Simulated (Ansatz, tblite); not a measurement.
CdSiP$_{2}$: GFN2-xTB, run from Python

These are simulated results from tblite 0.8.0, not measurements. The cell began as a database structure and was relaxed with r2SCAN in plane waves (Ansatz 0.2.0). It may be hypothetical. All runs are without spin polarisation.

Space group I-42d (No. 122), tetragonal; conventional cell a = 5.694 Å, c = 10.484 Å, 21.24 Å³ an atom. Around Cd lie 4 P at 2.57 Å; around Si lie 4 P at 2.26 Å; around P lie 2 Si at 2.26 Å and 2 Cd at 2.57 Å.

tblite solves periodic systems at the zone centre alone, so the script builds a cluster of 2×2×1 conventional cells (64 atoms), which folds in a coarse mesh of k points.

run.py reads:

```python
import json
from ase import Atoms
from ase.build import make_supercell
from ase.units import Bohr, GPa, Hartree
from tblite.interface import Calculator

atoms = Atoms(['Cd', 'Cd', 'Si', 'Si', 'P', 'P', 'P', 'P'],
              cell=[[-2.84685517, 2.84685517, 5.24206179], [2.84685517, -2.84685517, 5.24206179], [2.84685517, 2.84685517, -5.24206179]],
              scaled_positions=[[0.75, 0.25, 0.5], [0.0, 0.0, 0.0], [0.5, 0.5, 0.0], [0.25, 0.75, 0.5], [0.875, 0.828840988, 0.453840988], [0.171159012, 0.625, 0.046159012], [0.375, 0.421159012, 0.546159012], [0.578840988, 0.125, 0.953840988]],
              pbc=True)
cluster = make_supercell(atoms, [[0, 2, 2], [2, 0, 2], [1, 1, 0]])
calc = Calculator('GFN2-xTB', cluster.numbers, cluster.positions / Bohr, lattice=cluster.cell[:] / Bohr, periodic=cluster.pbc)
calc.set('temperature', 0.02 / Hartree)
calc.set('max-iter', 150)
res = calc.singlepoint()
levels = res.get('orbital-energies') * Hartree
nv = round(res.get('orbital-occupations').sum() / 2)
cells = len(cluster) // len(atoms)
out = {'energy_per_cell': res.get('energy') * Hartree / cells, 'homo': levels[nv - 1], 'lumo': levels[nv],
       'stress': (-res.get('virial') * Hartree / cluster.get_volume() / GPa).tolist(), 'charges': res.get('charges')[:len(atoms)].tolist(), 'electrons': 2 * nv / cells}
json.dump(out, open('results.json', 'w'))
for key, value in out.items():
    print(key, value)
```

Command: `python run.py`. It took 5.8 s on 1 thread of Arm Neoverse V1, on a shared host, peak memory 0.14 GiB.

The log:

```
------------------------------------------------------------
  cycle        total energy    energy error   density error
------------------------------------------------------------
      1     -111.5367528419  -1.1220734E+02   3.8544701E-01
      2     -113.6024494140  -2.0656966E+00   2.6828415E-01
      3     -117.8170270492  -4.2145776E+00   1.6355482E-01
      4     -119.4470451602  -1.6300181E+00   7.7366882E-02
      5     -119.4517574225  -4.7122623E-03   4.5469062E-02
      6     -119.4520814094  -3.2398683E-04   1.4297206E-02
      7     -119.4489121191   3.1692902E-03   8.7708419E-03
      8     -119.4480061341   9.0598504E-04   9.7685040E-03
      9     -119.4521422822  -4.1361481E-03   2.5107274E-03
     10     -119.4519896473   1.5263490E-04   2.9547653E-03
     11     -119.4524093831  -4.1973581E-04   8.1734715E-04
     12     -119.4524375744  -2.8191202E-05   3.4288395E-04
     13     -119.4524428686  -5.2942069E-06   7.9002283E-05
     14     -119.4524429755  -1.0696823E-07   5.3131360E-05
     15     -119.4524430560  -8.0502204E-08   3.1271573E-05
     16     -119.4524430942  -3.8181383E-08   1.1523912E-05
------------------------------------------------------------

 total:                                   5.202 sec
energy_per_cell -406.30831757378945
homo -9.427002873903962
lumo -7.076581640048869
stress [[3.662889120672125, -6.721060670690647e-06, 5.89185630230795e-06], [-6.721060670661322e-06, 3.6628915380803, 5.669117577336805e-06], [5.891856302205533e-06, 5.669117577573633e-06, 2.807942959423508]]
charges [0.16757251039379784, 0.16755857258991314, 0.5495382013274728, 0.5495486655694488, -0.3586048058297586, -0.35854961805266183, -0.35860230850540964, -0.35857654296712]
electrons 32.0
```

The cycle table is in hartree for the whole cluster, and the lines after it are in eV (the energy for one cell). The printed stress is in GPa and positive in compression, and the pressure is its mean diagonal.

GFN2-xTB gives a gap of 2.35 eV. On the same cell, plane-wave PBE (Ansatz, 6×6×6 k points and the special points) gives a gap of 1.37 eV and r2SCAN a gap of 1.61 eV; on shared hosts these took about 28 and 56 core-seconds on the 8-atom cell, against 5.8 for the script. Semilocal gaps usually lie below measured ones. xTB was fitted to molecules, so gaps, charges and pressures of solids can be far off, and the gap also depends on the size of the cluster.

The same script was run on cells scaled at fixed shape and fractional coordinates:

```
volume (Å³/atom)  energy (meV/atom)  pressure (GPa, positive in compression)  gap (eV)
           18.69              150.0                                    17.41      2.58
           19.97               47.2                                     9.07      2.47
           21.24                0.0                                     3.38      2.35
           22.52               -8.8                                    -0.72      2.22
           23.79                8.0                                    -3.27      1.99
```

A Birch-Murnaghan fit puts the minimum at 22.25 Å³/atom, 4.7 % above the given cell, with a bulk modulus of 61 GPa at fixed shape.

xTB was fitted mostly to molecules, and a small cluster samples few k points, so gaps, pressures and kinks along a curve can be far from a solid's.

The runs are scalar-relativistic, without spin-orbit coupling.
